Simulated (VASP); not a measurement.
# ZnS (Wurtzite-2H) (P6_3mc) in VASP: further runs

Runs on ZnS (Wurtzite-2H). Level: PBE. Tasks: dielectric tensor.

All numbers are computed with VASP 6.6.1; they aren't measurements. Logs are shortened: lines on timing, memory, paths and dates and some standing lists are left out, and cuts for length are marked.

**What was measured.**

A printed reference work, monograph reports, for a bulk crystal of ZnS at 4 K: band gap 3.911 eV (direct).

The runs below are set against these values where they give the same quantity.

### Step 1. The crystal as given

It takes space group P6_3mc (No. 186, hexagonal). The conventional cell has a = 3.811 Å, b = 3.811 Å, c = 6.234 Å, α = 90.00°, β = 90.00°, γ = 120.00°. Zn (site symmetry 3m) has 4 S at 2.31 to 2.40 Å as nearest neighbours. S (site symmetry 3m) is surrounded by 4 Zn at 2.31 to 2.40 Å.

### Step 2. Dielectric tensor, PBE

INCAR

```
PREC = Accurate
ENCUT = 800
EDIFF = 1E-8
ISMEAR = 0
SIGMA = 0.01
LREAL = F
LASPH = T
NELM = 100
ALGO = Normal
ISIF = 2
LWAVE = F
LCHARG = F
GGA = PE
LEPSILON = T
```

KPOINTS

```
Automatic mesh
0
Gamma
  12 12 6
```

POSCAR

```
ZnS
1.0
    3.8110000000      0.0000000000      0.0000000000
   -1.9055000000      3.3004228138      0.0000000000
    0.0000000000      0.0000000000      6.2340000000
Zn S
2 2
Direct
    0.6666666667      0.3333333333      0.5000000000
    0.3333333333      0.6666666667      0.0000000000
    0.6666666667      0.3333333333      0.8850000000
    0.3333333333      0.6666666667      0.3850000000
```

Potentials or basis: VASP PAW PBE potentials, release 64 (Zn, S).

On the command line:

```bash
cat potpaw_PBE.64/Zn/POTCAR potpaw_PBE.64/S/POTCAR > POTCAR
mpirun -np 1 vasp_std > vasp.out
```

OUTCAR:

```text
PREC = Accurate
   ENCUT = 800
   EDIFF = 1E-8
   ISMEAR = 0
   LREAL = F
   LASPH = T
   NELM = 100
   ISIF = 2
   GGA = PE
   LEPSILON = T

 ion  position               nearest neighbor table
   1  0.667  0.333  0.500-   4 2.31   4 2.31   4 2.31   3 2.40
   2  0.333  0.667  0.000-   3 2.31   3 2.31   3 2.31   4 2.40
   3  0.667  0.333  0.885-   2 2.31   2 2.31   2 2.31   1 2.40
   4  0.333  0.667  0.385-   1 2.31   1 2.31   1 2.31   2 2.40

  LATTYP: Found a hexagonal cell.
 ALAT       =     3.8110000000
 C/A-ratio  =     1.6357911309

  Lattice vectors:

 A1 = (   3.8110000000,   0.0000000000,   0.0000000000)
 A2 = (  -1.9055000000,   3.3004228138,   0.0000000000)
 A3 = (   0.0000000000,   0.0000000000,   6.2340000000)

Analysis of symmetry for initial positions (statically):
=====================================================================
 Subroutine PRICEL returns:
 Original cell was already a primitive cell.

 Routine SETGRP: Setting up the symmetry group for a
 hexagonal supercell.

 Subroutine GETGRP returns: Found 12 space group operations
 (whereof  6 operations were pure point group operations)
 out of a pool of 24 trial point group operations.

The static configuration has the point symmetry C_3v.
 The point group associated with its full space group is C_6v.

Analysis of symmetry for dynamics (positions and initial velocities):
=====================================================================
 Subroutine PRICEL returns:
 Original cell was already a primitive cell.

 Routine SETGRP: Setting up the symmetry group for a
 hexagonal supercell.

 Subroutine GETGRP returns: Found 12 space group operations
 (whereof  6 operations were pure point group operations)
 out of a pool of 24 trial point group operations.

The dynamic configuration has the point symmetry C_3v.
 The point group associated with its full space group is C_6v.

 Subroutine INISYM returns: Found 12 space group operations
 (whereof  6 operations are pure point group operations),
 and found     1 'primitive' translations

----------------------------------------------------------------------------------------

                                     Primitive cell

  volume of cell :      78.4107

  direct lattice vectors                    reciprocal lattice vectors
     3.811000000  0.000000000  0.000000000     0.262398321  0.151495741  0.000000000
    -1.905500000  3.300422814  0.000000000     0.000000000  0.302991482  0.000000000
     0.000000000  0.000000000  6.234000000     0.000000000  0.000000000  0.160410651

  length of vectors
     3.811000000  3.811000000  6.234000000     0.302991482  0.302991482  0.160410651

  position of ions in fractional coordinates (direct lattice)
     0.666666667  0.333333333  0.500000000
     0.333333333  0.666666667  0.000000000
     0.666666667  0.333333333  0.885000000
     0.333333333  0.666666667  0.385000000

  ion indices of the primitive-cell ions
   primitive index   ion index
                 1           1
                 2           2
                 3           3
                 4           4

----------------------------------------------------------------------------------------

 KPOINTS: Automatic mesh

Automatic generation of k-mesh.
 Grid dimensions read from file:
 generate k-points for:   12   12    6

 Generating k-lattice:

  Cartesian coordinates                     Fractional coordinates (reciprocal lattice)
     0.021866527  0.012624645  0.000000000     0.083333333  0.000000000  0.000000000
     0.000000000  0.025249290  0.000000000     0.000000000  0.083333333  0.000000000
     0.000000000  0.000000000  0.026735109     0.000000000  0.000000000  0.166666667

  Length of vectors
     0.025249290  0.025249290  0.026735109

  Shift w.r.t. Gamma in fractional coordinates (k-lattice)
     0.000000000  0.000000000  0.000000000

 Subroutine IBZKPT returns following result:
 ===========================================

 Found     76 irreducible k-points:

 Following reciprocal coordinates:
            Coordinates               Weight
  0.000000  0.000000  0.000000      1.000000
  0.083333  0.000000  0.000000      6.000000
  0.166667 -0.000000  0.000000      6.000000
  0.250000  0.000000  0.000000      6.000000
  0.333333  0.000000  0.000000      6.000000
  0.416667  0.000000  0.000000      6.000000
[... 16 lines left out ...]
  0.250000  0.000000  0.166667     12.000000
  0.333333  0.000000  0.166667     12.000000
 [... further k-points ...]
   k-points           NKPTS =     76   k-points in BZ     NKDIM =     76   number of bands    NBANDS=     22
   number of dos      NEDOS =    301   number of ions     NIONS =      4
   total plane-waves  NPLWV =  77760
[... 16 lines left out ...]
   LREAL  =      F    real-space projection
   EDIFFG = 0.1E-06   stopping-criterion for IOM
   NSW    =      0    number of steps for IOM
   IBRION =     -1    ionic relax: 0-MD 1-quasi-New 2-CG
   NFREE  =      0    steps in history (QN), initial steepest desc. (CG)
   ISIF   =      2    stress and relaxation
   ISYM   =      2    0-nonsym 1-usesym 2-fastsym
   POTIM  = 0.5000    time-step for ionic-motion
   TEBEG  =    0.0;   TEEND  =   0.0 temperature during run
   PSTRESS=    0.0 pullay stress
   NELECT =      36.0000    total number of electrons
   NUPDOWN=      -1.0000    fix difference up-down
   EMIN   =  10.00;   EMAX   =-10.00  energy-range for DOS
   EFERMI =   0.00;   METHOD = LEGACY
   ISMEAR =     0;   SIGMA  =   0.01  broadening in eV -4-tet -1-fermi 0-gaus
   EFERMI_NEDOS =   21; number of points for ismear=-14 and -15
   IALGO  =     38    algorithm
   IMIX   =      4    mixing-type and parameters
     AMIX     =   0.40;   BMIX     =  1.00
     AMIX_MAG =   1.60;   BMIX_MAG =  1.00
  volume/ion in A,a.u.               =      19.60       132.29
  Fermi-wavevector in a.u.,A,eV,Ry     =   1.262943  2.386617 21.701647  1.595026
  Thomas-Fermi vector in A             =   2.396326
   LORBIT       =      0    0 simple, 1 ext, 2 COOP (PROOUT), +10 PAW based schemes
   GGA     = PE    functional components
   LHFCALC =     F    Hartree Fock is set to
   AEXX    =    0.0000 exact exchange contribution
   IVDW    =     0    specifies the selected vdW correction
   LEPSILON=     T    determine dielectric tensor
   LRPA    =     F    only Hartree local field effects (RPA)
 non-spin polarized calculation
 Gauss-broadening in eV      SIGMA  =   0.01
  energy-cutoff  :      800.00
  volume of cell :       78.41
 maximum number of plane-waves:      4048
 NGX is ok and might be reduce to    36
   NGX = 17   NGY = 17   NGZ = 29

--------------------------------------- Ionic step        1  -------------------------------------------

 number of electron      35.9999992 magnetization

 E-fermi :   2.2396     XC(G=0):  -9.6512

 val. band max:        2.1619248706   @ k =   0.0000   0.0000   0.0000
 cond. band min:       4.4155688079   @ k =   0.0000   0.0000   0.0000
 fundamental gap:      2.2536439373
 Fermi energy:         2.2396268804

 k-point     1 :       0.0000    0.0000    0.0000
  band No.  band energies     occupation
      1     -11.0312      2.00000
      2     -10.1082      2.00000
      3      -4.2079      2.00000
      4      -4.2079      2.00000
      5      -4.1437      2.00000
      6      -4.1437      2.00000
[... 589 lines left out ...]
     21       8.0071      0.00000
     22       8.5363      0.00000

 [... further k-points ...]

  FORCE on cell =-STRESS in cart. coord.  units (eV):
  Direction    XX          YY          ZZ          XY          YZ          ZX
  --------------------------------------------------------------------------------------
  -------------------------------------------------------------------------------------
  Total        1.5678944      1.5678944      0.5623260      0.0000000      0.0000000     -0.0000000
  in kB       32.0370154     32.0370154     11.4900902      0.0000000      0.0000000     -0.0000000
  external PRESSURE =      25.1880404 kB  Pullay stress =       0.0000000 kB

 VOLUME and BASIS-vectors are now :
 -----------------------------------------------------------------------------
  energy-cutoff  :      800.00
  volume of cell :       78.41
      direct lattice vectors                 reciprocal lattice vectors
     3.811000000  0.000000000  0.000000000     0.262398321  0.151495741  0.000000000
    -1.905500000  3.300422814  0.000000000     0.000000000  0.302991482  0.000000000
     0.000000000  0.000000000  6.234000000     0.000000000  0.000000000  0.160410651

 POSITION                                       TOTAL-FORCE (eV/Angst)
 -----------------------------------------------------------------------------------
      1.90550      1.10014      3.11700         0.000000      0.000000      0.322466
     -0.00000      2.20028      0.00000        -0.000000     -0.000000      0.322466
      1.90550      1.10014      5.51709        -0.000000     -0.000000     -0.322466
     -0.00000      2.20028      2.40009         0.000000     -0.000000     -0.322466
 -----------------------------------------------------------------------------------
    total drift:                               -0.000000     -0.000000     -0.000279

  FREE ENERGIE OF THE ION-ELECTRON SYSTEM (eV)
  ---------------------------------------------------
  free  energy   TOTEN  =       -13.6542020441 eV

  energy  without entropy=      -13.6542020441  energy(sigma->0) =      -13.65420204

 HEAD OF MICROSCOPIC STATIC DIELECTRIC TENSOR (INDEPENDENT PARTICLE, excluding Hartree and local field effects)
 ------------------------------------------------------
           6.222005     0.000000     0.000000
           0.000000     6.222005     0.000000
           0.000000    -0.000000     6.271463
 ------------------------------------------------------

 Free energy of the ion-electron system (eV)
  ---------------------------------------------------
  ---------------------------------------------------
  free energy    TOTEN  =        -1.12917851 eV

  energy without entropy =       -1.12917851

------------------------ aborting loop because EDIFF is reached ----------------------------------------

--------------------------------------- Ionic step        2  -------------------------------------------

------------------------ aborting loop because EDIFF is reached ----------------------------------------

--------------------------------------- Ionic step        3  -------------------------------------------

 Free energy of the ion-electron system (eV)
  ---------------------------------------------------
  ---------------------------------------------------
  free energy    TOTEN  =        -1.14832416 eV

  energy without entropy =       -1.14832416

------------------------ aborting loop because EDIFF is reached ----------------------------------------

 PIEZOELECTRIC TENSOR FIELD DIRECTION 3  (e Angst)
 -----------------------------------------------------------------------------
     1.66550  0.00000  0.00000           ( -0.01466  0.00000  0.00000)
     0.00000  1.66550  0.00000           (  0.00000 -0.01466  0.00000)
     0.00000  0.00000 -3.98862           (  0.00000  0.00000  0.00858)

 PIEZOELECTRIC TENSOR FIELD DIRECTION 3  (C/m^2)
 -----------------------------------------------------------------------------
     0.34031  0.00000  0.00000
     0.00000  0.34031  0.00000
     0.00000  0.00000 -0.81500

 MACROSCOPIC STATIC DIELECTRIC TENSOR (including local field effects in DFT)
 ------------------------------------------------------
           5.815987    -0.000000     0.000000
          -0.000000     5.815987     0.000000
          -0.000000     0.000000     5.887888
 ------------------------------------------------------

 PIEZOELECTRIC TENSOR (including local field effects)  for field in x, y, z        (e  Angst)
          XX          YY          ZZ          XY          YZ          ZX
  --------------------------------------------------------------------------------
  x    -0.00000     0.00000     0.00000     0.00000     0.00000     1.66236
  y     0.00000     0.00000     0.00000     0.00000     1.66237     0.00000
  z     1.66550     1.66550    -3.98862     0.00000     0.00000     0.00000

 PIEZOELECTRIC TENSOR (including local field effects)  for field in x, y, z        (C/m^2)
          XX          YY          ZZ          XY          YZ          ZX
  --------------------------------------------------------------------------------
  x    -0.00000     0.00000     0.00000     0.00000     0.00000     0.33967
  y     0.00000     0.00000     0.00000     0.00000     0.33967     0.00000
  z     0.34031     0.34031    -0.81500     0.00000     0.00000     0.00000

 BORN EFFECTIVE CHARGES (including local field effects) (in |e|, cummulative output)
 ---------------------------------------------------------------------------------
 ion    1
    1     1.94543     0.00000     0.00000
    2     0.00000     1.94543     0.00000
    3     0.00000     0.00000     2.05158
 ion    2
    1     1.94543     0.00000     0.00000
    2    -0.00000     1.94543     0.00000
    3     0.00000     0.00000     2.05158
 ion    3
    1    -1.94543     0.00000    -0.00000
    2     0.00000    -1.94543     0.00000
    3     0.00000     0.00000    -2.05158
 ion    4
    1    -1.94543     0.00000     0.00000
    2     0.00000    -1.94543    -0.00000
    3     0.00000     0.00000    -2.05158
```

It took 32 min on 1 thread of Intel Xeon Platinum 8488C (Sapphire Rapids), shared host; peak memory 1.6 GiB.

What came out:

```yaml
Band_gap_on_the_k_mesh: 2.25 eV, direct
Electronic_dielectric_tensor_diagonal: 5.82, 5.82, 5.89
Born_charges_mean_of_the_diagonal: Zn +1.98; S -1.98 e
```

Electronic dielectric tensor:
```
5.82 0.00 0.00
0.00 5.82 0.00
0.00 0.00 5.89
```

Born effective charge tensors (e):
atom 1, Zn
```
1.95 0.00 0.00
0.00 1.95 0.00
0.00 0.00 2.05
```
atom 2, Zn
```
1.95 0.00 0.00
0.00 1.95 0.00
0.00 0.00 2.05
```
atom 3, S
```
-1.95  0.00  0.00
 0.00 -1.95  0.00
 0.00  0.00 -2.05
```
atom 4, S
```
-1.95  0.00  0.00
 0.00 -1.95  0.00
 0.00  0.00 -2.05
```

[end of part 1 of 2]
